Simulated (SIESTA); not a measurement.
Write the native input for SIESTA 5.4.2 that does the following.

```yaml
Task: single point
Functional: vdW-DF
Potentials_or_basis: PseudoDojo 0.4 standard (PBE files)
Basis: DZP (energy shift 0.003 Ry; two zetas on semicore shells)
Grid_cutoff: 800 Ry
Energy_shift: 0.003 Ry
k_mesh: 9 × 9 × 9
Occupations: fermi-dirac, width 0.05 eV
Spin: no spin polarisation
```

Crystal: HfO2.

```
Hf O
1.0
     3.61685    0.00000    0.00000
     1.80843    3.13229    0.00000
     1.80843    1.04410    2.95315
Hf O
1 2
Direct
  0.00000 0.00000 0.00000
  0.75000 0.75000 0.75000
  0.25000 0.25000 0.25000
```

Measurements of this composition are mostly on another form, of space group No. 14.

The input as run:

HfO2.fdf

```
SystemName                      HfO2
SystemLabel                     HfO2
NumberOfSpecies                 2
NumberOfAtoms                   3
%block ChemicalSpeciesLabel
  1  72 Hf
  2   8 O
%endblock ChemicalSpeciesLabel

LatticeConstant                 3.6168511900 Ang
%block LatticeParameters
  1.0000000000 1.0000000000 1.0000000000 59.9999999999 60.0000000003 59.9999999996
%endblock LatticeParameters
AtomicCoordinatesFormat         Fractional
%block AtomicCoordinatesAndAtomicSpecies
     0.0000000000     0.0000000000     0.0000000000  1  Hf
     0.7500000000     0.7500000000     0.7500000000  2  O
     0.2500000000     0.2500000000     0.2500000000  2  O
%endblock AtomicCoordinatesAndAtomicSpecies

%block kgrid.MonkhorstPack
    9   0   0  0.0
    0   9   0  0.0
    0   0   9  0.0
%endblock kgrid.MonkhorstPack
XC.Functional                   VDW
XC.Authors                      DRSLL
PAO.BasisSize                   DZP
PAO.EnergyShift                 0.003 Ry
Mesh.Cutoff                     800 Ry
OccupationFunction              FD
ElectronicTemperature           0.05 eV
MaxSCFIterations                120
SCF.MustConverge                false
SCF.Mixer.Method                Pulay
SCF.Mixer.Weight                0.25
SCF.Mixer.History               8
SCF.DM.Tolerance                5.0e-05
SCF.H.Tolerance                 1.0e-03 eV
WriteForces                     true
Charge.Mulliken                 end
%block PAO.Basis
  Hf 5
  n=5 0 2
    3.241 0.000
  n=6 0 2
    8.229 0.000
  n=5 1 2
    3.921 0.000
  n=6 1 1
    8.229
  n=5 2 2
    7.969 0.000
%endblock PAO.Basis
```

Potentials or basis: PseudoDojo 0.4 standard (PBE files), DZP (energy shift 0.003 Ry; two zetas on semicore shells).

Run with:

```bash
$ siesta < HfO2.fdf > HfO2.out 2>&1
```

Results of the run:

```
Pressure               : 5.7 GPa
Band gap on the k mesh : 3.78 eV, indirect (least direct gap 3.94 eV)
```

Caveat: short orbitals over semicore shells can move pressures by several GPa; the potentials were made for another functional, which shifts forces and pressure; spin-orbit coupling is left out, which moves the levels of the heavy elements; an odd mesh through Γ misses points on the zone boundary, where band edges often lie; the basis of atomic orbitals isn't converged, which shifts pressures, moduli and gaps.

Wall time 68 s on 1 thread of Intel(R) Xeon(R) 6975P-C (Granite Rapids) (shared host), peak memory 0.43 GiB.
